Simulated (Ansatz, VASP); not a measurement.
# BaTiO3: VASP beside Ansatz, part 2 of 3

Wanted: the spread between two codes on one cell, functional and k mesh. The structure shown is the end of the Ansatz relaxation below.

VASP 6.6.1 and Ansatz 0.2.0.

So far: The structure; Ansatz: relaxation, PBEsol.

## (3) VASP: single point, PBEsol, pair 1

Level of this step: PBEsol, no spin polarisation; plane waves and PAW (Ba_sv, Ti_sv, O) (VASP).

The same cell, functional, mesh and smearing now go to VASP, with its own data sets.

Lines of VASP's logs that name or quote its potential files are left out, and so is its time.

INCAR reads:

```
SYSTEM = BaTiO3
PREC = Accurate
ENCUT = 600
EDIFF = 1E-06
NELM = 120
ISMEAR = -1
SIGMA = 0.02
LREAL = .FALSE.
ALGO = Normal
GGA = PS
NBANDS = 75
LASPH = .TRUE.
LORBIT = 11
LWAVE = .FALSE.
LCHARG = .FALSE.
ISIF = 2
GGA_COMPAT = .FALSE.
EFERMI = MIDGAP
KPAR = 4
```

POSCAR reads:

```
BaTiO3
1.0
    5.6418057966      0.0000000000      0.0000000000
   -2.8209028983      4.8859471431      0.0000000000
    0.0000000000      0.0000000000      6.8557787100
Ba Ti O
3 3 9
Direct
    0.0000000008      0.9999999992      0.9984123682
    0.6666666675      0.3333333325      0.3317457015
    0.3333333341      0.6666666659      0.6650790349
    0.0000000138      0.9999999862      0.4882778592
    0.6666666805      0.3333333195      0.8216111926
    0.3333333472      0.6666666528      0.1549445259
    0.1646927637      0.3293855465      0.3441699366
    0.6706144535      0.8353072363      0.3441699366
    0.1646927681      0.8353072319      0.3441699327
    0.8313594304      0.6627188798      0.6775032699
    0.3372811202      0.1686405696      0.6775032699
    0.8313594348      0.1686405652      0.6775032660
    0.4980260970      0.9960522131      0.0108366033
    0.0039477869      0.5019739030      0.0108366033
    0.4980261015      0.5019738985      0.0108365993
```

KPOINTS reads:

```
Automatic mesh
0
Gamma
6 6 4
0 0 0
```

The projector-augmented-wave data sets are Ba_sv, Ti_sv and O (PBE family, release 64).

Command:

```sh
> mpirun -np 4 vasp_std
```

Numbers of over 12 decimals in the logs are rounded to 6 here.

Log:

```text
[banner, memory and clock lines left out]
running    4 mpi-ranks, on    1 nodes
 distrk:  each k-point on    1 cores,    4 groups
 distr:  one band on    1 cores,    1 groups

 POSCAR found type information on POSCAR BaTiO
 POSCAR found :  3 types and      15 ions
|                                                                             |
|               ----> ADVICE to this user running VASP <----                  |
|                                                                             |
|     You enforced a specific xc type in the INCAR file but a different       |
|     [... a line on the potential file left out ...]
|     I HOPE YOU KNOW WHAT YOU ARE DOING!                                     |
|                                                                             |

 LDA part: xc-table for (Slater+PW92), standard interpolation
 POSCAR, INCAR and KPOINTS ok, starting setup
 FFT: planning ... GRIDC
 FFT: planning ... GRID_SOFT
 FFT: planning ... GRID
 WAVECAR not read
 entering main loop
       N       E                     dE             d eps       ncg     rms          rms(c)
DAV:   1     0.167300169233E+04    0.16730E+04   -0.64582E+04  3600   0.193E+03
DAV:   2     0.145484095016E+03   -0.15275E+04   -0.14432E+04  3825   0.538E+02
DAV:   3    -0.135776175900E+03   -0.28126E+03   -0.27305E+03  4625   0.211E+02
DAV:   4    -0.154989566116E+03   -0.19213E+02   -0.19147E+02  5152   0.568E+01
DAV:   5    -0.155978038645E+03   -0.98847E+00   -0.98778E+00  5680   0.107E+01    0.411E+01
DAV:   6    -0.125564500480E+03    0.30414E+02   -0.16501E+02  5287   0.756E+01    0.168E+01
DAV:   7    -0.126421642764E+03   -0.85714E+00   -0.33120E+01  5119   0.258E+01    0.118E+01
DAV:   8    -0.126029502283E+03    0.39214E+00   -0.38711E+00  4837   0.123E+01    0.410E+00
DAV:   9    -0.126003414172E+03    0.26088E-01   -0.88190E-01  5160   0.488E+00    0.159E+00
DAV:  10    -0.126043373240E+03   -0.39959E-01   -0.40103E-01  4200   0.241E+00    0.189E+00
DAV:  11    -0.126002253355E+03    0.41120E-01   -0.21460E-01  4790   0.278E+00    0.565E-01
DAV:  12    -0.125999749220E+03    0.25041E-02   -0.13601E-02  4291   0.676E-01    0.263E-01
DAV:  13    -0.125998582961E+03    0.11663E-02   -0.40436E-03  5068   0.333E-01    0.426E-02
DAV:  14    -0.125998656634E+03   -0.73673E-04   -0.46383E-04  4735   0.940E-02    0.384E-02
DAV:  15    -0.125998673654E+03   -0.17020E-04   -0.58283E-05  5130   0.502E-02    0.383E-02
DAV:  16    -0.125998650669E+03    0.22985E-04   -0.79037E-05  4703   0.513E-02    0.116E-02
DAV:  17    -0.125998650393E+03    0.27658E-06   -0.17354E-05  4495   0.206E-02    0.571E-03
DAV:  18    -0.125998650130E+03    0.26286E-06   -0.83501E-07  2227   0.430E-03
   1 F= -.12599865E+03 E0= -.12599865E+03  d E =0.000000E+00
```

Parts of OUTCAR (step 3):

```text
ion  position               nearest neighbor table
   1  0.000  1.000  0.998-  11 2.75  10 2.75  12 2.75  13 2.82  14 2.82  15 2.82  15 2.82  13 2.82
                            14 2.82   9 2.87   8 2.87   7 2.87   4 3.36   6 3.43   6 3.43   6 3.43
   2  0.667  0.333  0.332-  14 2.75  13 2.75  15 2.75   7 2.82   8 2.82   9 2.82   9 2.82   7 2.82
                             8 2.82  12 2.87  11 2.87  10 2.87   5 3.36   4 3.43   4 3.43   4 3.43
   3  0.333  0.667  0.665-   8 2.75   7 2.75   9 2.75  10 2.82  11 2.82  12 2.82  12 2.82  10 2.82
                            11 2.82  15 2.87  14 2.87  13 2.87   6 3.36   5 3.43   5 3.43   5 3.43
   4  0.000  1.000  0.488-   9 1.89   8 1.89   7 1.89  11 2.10  10 2.10  12 2.10   1 3.36   2 3.43
                             2 3.43   2 3.43   3 3.48   3 3.48   3 3.48   1 3.50
   5  0.667  0.333  0.822-  12 1.89  11 1.89  10 1.89  14 2.10  13 2.10  15 2.10   2 3.36   3 3.43
                             3 3.43   3 3.43   1 3.48   1 3.48   1 3.48   2 3.50
   6  0.333  0.667  0.155-  15 1.89  14 1.89  13 1.89   8 2.10   7 2.10   9 2.10   3 3.36   1 3.43
                             1 3.43   1 3.43   2 3.48   2 3.48   2 3.48   3 3.50
   7  0.165  0.329  0.344-   4 1.89   6 2.10   3 2.75   2 2.82   2 2.82   1 2.87
   8  0.671  0.835  0.344-   4 1.89   6 2.10   3 2.75   2 2.82   2 2.82   1 2.87
   9  0.165  0.835  0.344-   4 1.89   6 2.10   3 2.75   2 2.82   2 2.82   1 2.87
  10  0.831  0.663  0.678-   5 1.89   4 2.10   1 2.75   3 2.82   3 2.82   2 2.87
  11  0.337  0.169  0.678-   5 1.89   4 2.10   1 2.75   3 2.82   3 2.82   2 2.87
  12  0.831  0.169  0.678-   5 1.89   4 2.10   1 2.75   3 2.82   3 2.82   2 2.87
  13  0.498  0.996  0.011-   6 1.89   5 2.10   2 2.75   1 2.82   1 2.82   3 2.87
  14  0.004  0.502  0.011-   6 1.89   5 2.10   2 2.75   1 2.82   1 2.82   3 2.87
  15  0.498  0.502  0.011-   6 1.89   5 2.10   2 2.75   1 2.82   1 2.82   3 2.87

  LATTYP: Found a hexagonal cell.
 ALAT       =     5.6418057966
 C/A-ratio  =     1.2151745305

 Subroutine GETGRP returns: Found  6 space group operations
 (whereof  6 operations were pure point group operations)

The static configuration has the point symmetry C_3v.

 Found     24 irreducible k-points:

   k-points           NKPTS =     24   k-points in BZ     NKDIM =     24   number of bands    NBANDS=     75

   dimension x,y,z NGX =    48 NGY =   48 NGZ =   56
   dimension x,y,z NGXF=    96 NGYF=   96 NGZF=  112

   ENCUT  =  600.0 eV  44.10 Ry    6.64 a.u.  11.27 11.27 13.69*2*pi/ulx,y,z

   NELECT =     120.0000    total number of electrons

 k-points in reciprocal lattice and weights: Automatic mesh
   0.00000000  0.00000000  0.00000000       0.007
   0.16666667  0.00000000  0.00000000       0.042
   0.33333333  0.00000000  0.00000000       0.042
   0.50000000  0.00000000  0.00000000       0.021
   0.16666667  0.16666667  0.00000000       0.042
   0.33333333  0.16666667  0.00000000       0.083
   0.33333333  0.33333333  0.00000000       0.014
   0.00000000  0.00000000  0.25000000       0.014
   0.16666667  0.00000000  0.25000000       0.042
[...]
0.33333333  0.16666667  0.50000000       0.083
   0.33333333  0.33333333  0.50000000       0.014

 average (electrostatic) potential at core
       1 -32.5722       2 -32.5722       3 -32.5722       4 -76.3694       5 -76.3694
       6 -76.3694       7 -69.5784       8 -69.5784       9 -69.5784      10 -69.5784
      11 -69.5784      12 -69.5784      13 -69.5784      14 -69.5784      15 -69.5784

 E-fermi :   4.8895

 k-point     1 :       0.0000    0.0000    0.0000
  band No.  band energies     occupation
    ...
     56       3.3974      2.00000
     57       3.4562      2.00000
     58       3.4562      2.00000
     59       3.4822      2.00000
     60       3.4822      2.00000
     61       5.9803      0.00000
     62       5.9803      0.00000
     63       6.0716      0.00000
     64       7.7272      0.00000
     65       7.7272      0.00000
    ...

 k-point     2 :       0.1667    0.0000    0.0000
  band No.  band energies     occupation
    ...
     56       3.2246      2.00000
     57       3.3624      2.00000
     58       3.3875      2.00000
     59       3.4667      2.00000
     60       3.5536      2.00000
     61       6.0671      0.00000
     62       6.2290      0.00000
     63       6.2457      0.00000
     64       7.5300      0.00000
     65       7.6559      0.00000
    ...

 k-point     3 :       0.3333    0.0000    0.0000
  band No.  band energies     occupation
    ...
     56       3.0931      2.00000
     57       3.1199      2.00000
     58       3.1359      2.00000
     59       3.2386      2.00000
     60       3.6617      2.00000
     61       6.3774      0.00000
     62       6.6738      0.00000
     63       6.7802      0.00000
     64       7.1895      0.00000
     65       7.6168      0.00000
    ...

  Total        2.1353645      2.1353645      5.1374198      0.0000000      0.0000000      0.0000000
  in kB       18.1033484     18.1033484     43.5543915      0.0000000      0.0000000      0.0000000
  external PRESSURE =      26.5870295 kB  Pullay stress =       0.0000000 kB

  energy-cutoff  :      600.00
  volume of cell :      188.98
      direct lattice vectors                 reciprocal lattice vectors
     5.641805797  0.000000000  0.000000000     0.177248214  0.102334304  0.000000000
    -2.820902898  4.885947143  0.000000000     0.000000000  0.204668608  0.000000000
     0.000000000  0.000000000  6.855778710     0.000000000  0.000000000  0.145862351

 POSITION                                       TOTAL-FORCE (eV/Angst)
 -----------------------------------------------------------------------------------
     -2.82090      4.88595      6.84489         0.000000     -0.000000      0.038050
      2.82090      1.62865      2.27438         0.000000     -0.000000      0.038050
      0.00000      3.25730      4.55963         0.000000     -0.000000      0.038050
     -2.82090      4.88595      3.34752         0.000000     -0.000000      0.040380
      2.82090      1.62865      5.63278         0.000000     -0.000000      0.040380
      0.00000      3.25730      1.06227         0.000000     -0.000000      0.040380
     -0.00000      1.60936      2.35955         0.000000      0.013666     -0.026143
      1.42716      4.08127      2.35955        -0.011835     -0.006833     -0.026143
     -1.42716      4.08127      2.35955         0.011835     -0.006833     -0.026143
      2.82090      3.23801      4.64481         0.000000      0.013666     -0.026143
      1.42716      0.82397      4.64481        -0.011835     -0.006833     -0.026143
      4.21465      0.82397      4.64481         0.011835     -0.006833     -0.026143
     -0.00000      4.86666      0.07429         0.000000      0.013666     -0.026143
     -1.39375      2.45262      0.07429        -0.011835     -0.006833     -0.026143
      1.39375      2.45262      0.07429         0.011835     -0.006833     -0.026143
 -----------------------------------------------------------------------------------
    total drift:                               -0.000202      0.000116     -0.000314

  FREE ENERGIE OF THE ION-ELECTRON SYSTEM (eV)
  ---------------------------------------------------
  free  energy   TOTEN  =      -125.9986501298 eV

  energy  without entropy=     -125.9986501298  energy(sigma->0) =     -125.99865013

 total charge
# of ion       s       p       d       tot
------------------------------------------
    1        2.005   5.637   0.350   7.992
    2        2.005   5.637   0.350   7.992
    3        2.005   5.637   0.350   7.992
    4        2.226   6.293   1.790  10.310
    5        2.226   6.293   1.790  10.310
    6        2.226   6.293   1.790  10.310
    7        1.557   3.461   0.000   5.018
    8        1.557   3.461   0.000   5.018
    9        1.557   3.461   0.000   5.018
   10        1.557   3.461   0.000   5.018
   11        1.557   3.461   0.000   5.018
   12        1.557   3.461   0.000   5.018
   13        1.557   3.461   0.000   5.018
   14        1.557   3.461   0.000   5.018
   15        1.557   3.461   0.000   5.018
--------------------------------------------------
tot         26.711  66.936   6.422 100.068

[... 3 further parts left out ...]
```

Harder data sets than Ba_sv exist (the GW ones), and pressures, volumes and forces can shift noticeably with them.

## (4) Differences

Known differences besides the potentials themselves: Ansatz makes its cores anew for this functional, VASP keeps those of its PBE data sets; Ansatz's pressure holds a Pulay correction, VASP's none. Total energies have different zeros and are not compared.

Compared:

| quantity | Ansatz | VASP | difference |
| --- | --- | --- | --- |
| pressure (GPa) | 0.84 | 2.66 | -1.82 |
| gap on the k mesh (eV) | 2.243 | 2.182 | +0.062 |

At this near-relaxed geometry the largest component of a force difference is 44 meV/Å. A gap on the mesh is an upper bound, since the band edges may lie between its points.

## (5) Ansatz: relaxation, PBEsol

This run makes the geometry at which the two programs are then compared. The cell compared in this pair holds 191.88 Å³, against 188.98 Å³ for the pair before.

The structure compared here is the end of the Ansatz relaxation.

input.yaml reads:

```yaml
crystal:
  lattice:
    - [5.620479585, 0.0, 0.0]
    - [-2.8102397925, 4.8674781021, 0.0]
    - [0.0, 0.0, 6.99427929]
  atoms:
    - { symbol: Ba, position: [0.0, 0.0, 0.9976672] }
    - { symbol: Ba, position: [0.6666667, 0.3333333, 0.3310005] }
    - { symbol: Ba, position: [0.3333333, 0.6666667, 0.6643338] }
    - { symbol: Ti, position: [0.0, 0.0, 0.4866358] }
    - { symbol: Ti, position: [0.6666667, 0.3333333, 0.8199691] }
    - { symbol: Ti, position: [0.3333333, 0.6666667, 0.1533024] }
    - { symbol: O, position: [0.1645852, 0.3291704, 0.3449657] }
    - { symbol: O, position: [0.6708296, 0.8354148, 0.3449657] }
    - { symbol: O, position: [0.1645852, 0.8354148, 0.3449657] }
    - { symbol: O, position: [0.8312518, 0.6625037, 0.678299] }
    - { symbol: O, position: [0.3374963, 0.1687482, 0.678299] }
    - { symbol: O, position: [0.8312518, 0.1687482, 0.678299] }
    - { symbol: O, position: [0.4979185, 0.995837, 0.0116324] }
    - { symbol: O, position: [0.004163, 0.5020815, 0.0116324] }
    - { symbol: O, position: [0.4979185, 0.5020815, 0.0116324] }
kpoints:
  mp_grid: { grid: [6, 6, 4] }
scf:
  occupations: { method: fermi_dirac, width: 0.02 }
hamiltonian:
  xc: pbesol
  pseudopotentials: { kind: paw, azcp: { folder: soft_1 }, xc_functional: pbe }
basis:
  ecutwfc: 600
output:
  forces: true
  stress: true
relax:
  f_tol: 0.005
  max_steps: 70
  cell: { stress_tol: 0.02, p_target: 0, fix: [c, alpha, beta, gamma] }
```

Command:

```sh
> ansatz run input.yaml --threads 4 --pin off --max-ram 10240MiB --backend cpu --events-out ev --progress --plain --runs-dir out
```

Log:

```text
[...]
Crystal: 15 atoms, lattice volume = 191.346 Å³
Basis set: ecut = 600 eV, 6339 PW (Γ), exchange–correlation on 90×90×120 points (8 copies of the dense FFT grid, shifted against one another)
Bands: 75, of which v1, the nominal top of the filled ones, is band 60 counted from 1 (59 counted from 0)
Symmetry: 6 space group operations
[...]
- { symbol: O, position: [0.671046, 0.835523, 0.345794] }
    - { symbol: O, position: [0.164477, 0.835523, 0.345794] }
    - { symbol: O, position: [0.831144, 0.662287, 0.679127] }
    - { symbol: O, position: [0.337713, 0.168856, 0.679127] }
    - { symbol: O, position: [0.831144, 0.168856, 0.679127] }
    - { symbol: O, position: [0.497810, 0.995621, 0.012460] }
    - { symbol: O, position: [0.00437919, 0.502190, 0.012460] }
    - { symbol: O, position: [0.497810, 0.502190, 0.012460] }
[key lines of the parts left out:]
SCF converged after 8 iterations
Free energy (F): -30082.965120 eV
Fermi energy:    11.301482 eV
P = ⅓ Tr σ = -0.7692 GPa (-7.692 kbar)
```

## (6) VASP: single point, PBEsol, pair 2

The same cell, functional, mesh and smearing now go to VASP, with its own data sets.

INCAR is that of step 3.

POSCAR reads:

```
BaTiO3
1.0
    5.6282785995      0.0000000000      0.0000000000
   -2.8141392997      4.8742322467      0.0000000000
    0.0000000000      0.0000000000      6.9942792900
Ba Ti O
3 3 9
Direct
    0.0000000176      0.9999999824      0.9967639812
    0.6666666843      0.3333333157      0.3300973146
    0.3333333510      0.6666666490      0.6634306479
    0.0000000076      0.9999999924      0.4850549775
    0.6666666742      0.3333333258      0.8183883109
    0.3333333409      0.6666666591      0.1517216442
    0.1644770722      0.3289541476      0.3457936804
    0.6710458524      0.8355229278      0.3457936804
    0.1644770502      0.8355229498      0.3457937138
    0.8311437389      0.6622874809      0.6791270137
    0.3377125191      0.1688562611      0.6791270137
    0.8311437168      0.1688562832      0.6791270471
    0.4978104055      0.9956208142      0.0124603471
    0.0043791858      0.5021895945      0.0124603471
    0.4978103835      0.5021896165      0.0124603805
```

KPOINTS is that of step 3.

Command:

```sh
> mpirun -np 4 vasp_std
```

Log:

```text
[banner, memory and clock lines left out]
running    4 mpi-ranks, on    1 nodes
[...]
[... a notice as in an earlier step ...]

 LDA part: xc-table for (Slater+PW92), standard interpolation
 POSCAR, INCAR and KPOINTS ok, starting setup
[...]
entering main loop
       N       E                     dE             d eps       ncg     rms          rms(c)
DAV:   1     0.168442463322E+04    0.16844E+04   -0.64284E+04  3600   0.193E+03
DAV:   2     0.162391481525E+03   -0.15220E+04   -0.14356E+04  3759   0.541E+02
DAV:   3    -0.134236458479E+03   -0.29663E+03   -0.28594E+03  4678   0.214E+02
DAV:   4    -0.154837364439E+03   -0.20601E+02   -0.20528E+02  5192   0.585E+01
[...]
DAV:  15    -0.126029027229E+03   -0.13854E-04   -0.56426E-05  4600   0.531E-02    0.339E-02
DAV:  16    -0.126029008968E+03    0.18262E-04   -0.74203E-05  4770   0.502E-02    0.836E-03
DAV:  17    -0.126029008762E+03    0.20612E-06   -0.86352E-06  4101   0.165E-02
   1 F= -.12602901E+03 E0= -.12602901E+03  d E =0.000000E+00
```

OUTCAR, selected parts (step 6):

```text
  Total        2.1061627      2.1061627     -0.7605884      0.0000000      0.0000000      0.0000000
  in kB       17.5864315     17.5864315     -6.3509030      0.0000000      0.0000000      0.0000000
  external PRESSURE =       9.6073200 kB  Pullay stress =       0.0000000 kB

 POSITION                                       TOTAL-FORCE (eV/Angst)
 -----------------------------------------------------------------------------------
     -2.81414      4.87423      6.97165        -0.000000      0.000000      0.039847
      2.81414      1.62474      2.30879        -0.000000      0.000000      0.039847
      0.00000      3.24949      4.64022        -0.000000      0.000000      0.039847
     -2.81414      4.87423      3.39261        -0.000000      0.000000      0.054849
      2.81414      1.62474      5.72404        -0.000000      0.000000      0.054849
      0.00000      3.24949      1.06118        -0.000000      0.000000      0.054849
     -0.00000      1.60340      2.41858         0.000000      0.017087     -0.031565
      1.42556      4.07253      2.41858        -0.014797     -0.008543     -0.031565
     -1.42556      4.07253      2.41858         0.014797     -0.008543     -0.031565
      2.81414      3.22814      4.75000         0.000000      0.017087     -0.031565
      1.42556      0.82304      4.75000        -0.014797     -0.008543     -0.031565
      4.20272      0.82304      4.75000         0.014797     -0.008543     -0.031565
     -0.00000      4.85289      0.08715         0.000000      0.017087     -0.031565
     -1.38858      2.44779      0.08715        -0.014797     -0.008543     -0.031565
      1.38858      2.44779      0.08715         0.014797     -0.008543     -0.031565
 -----------------------------------------------------------------------------------
    total drift:                                0.000002     -0.000002      0.000002

  FREE ENERGIE OF THE ION-ELECTRON SYSTEM (eV)
  ---------------------------------------------------
  free  energy   TOTEN  =      -126.0290087617 eV

  energy  without entropy=     -126.0290087617  energy(sigma->0) =     -126.02900876

[... 1 part as in an earlier step ...]

[... 2 further parts left out ...]
[key lines of the parts left out:]
E-fermi :   4.8090
```

The run ends at a pressure of 0.96 GPa, with forces up to 0.055 eV/Å.

## (7) Comparison

The two programs side by side:

| quantity | Ansatz | VASP | difference |
| --- | --- | --- | --- |
| pressure (GPa) | -0.77 | 0.96 | -1.73 |
| gap on the k mesh (eV) | 2.396 | 2.336 | +0.060 |

Forces on 7 of the 15 atoms, those with the largest forces and the largest differences (eV/Å; atoms numbered as in POSCAR):

| atom | Ansatz x, y, z | VASP x, y, z |
| --- | --- | --- |
| Ba1 | 0.000, 0.000, 0.000 | 0.000, 0.000, 0.040 |
| Ba2 | 0.000, 0.000, 0.000 | 0.000, 0.000, 0.040 |
| Ba3 | 0.000, 0.000, 0.000 | 0.000, 0.000, 0.040 |
| Ti4 | 0.000, 0.000, 0.000 | 0.000, 0.000, 0.055 |
| Ti5 | 0.000, 0.000, 0.000 | 0.000, 0.000, 0.055 |
| Ti6 | 0.000, 0.000, 0.000 | 0.000, 0.000, 0.055 |
| O7 | 0.000, 0.000, 0.000 | 0.000, 0.017, -0.032 |

The forces differ by 24 meV/Å r.m.s., where the r.m.s. force is 0.000 eV/Å in Ansatz and 0.024 eV/Å in VASP: the atoms lie near their places of rest in Ansatz, so a percentage would say little (all taken over all components). A gap on the mesh is an upper bound, since the band edges may lie between its points.

(Part 2 of 3 ends here.)

[Lines on the potential files, build, host, timing and source positions are cut from VASP's logs without a mark.]

[Logs are printed without paths, hosts, clocks, repeated set-up lines and the standing remarks that a program may print on its own settings, such as how far it seeks lower states.]

[Hosts, paths, dates, database ids (printed as entryN), source tags and the programs' standing remarks are cut or masked in the printed files.]
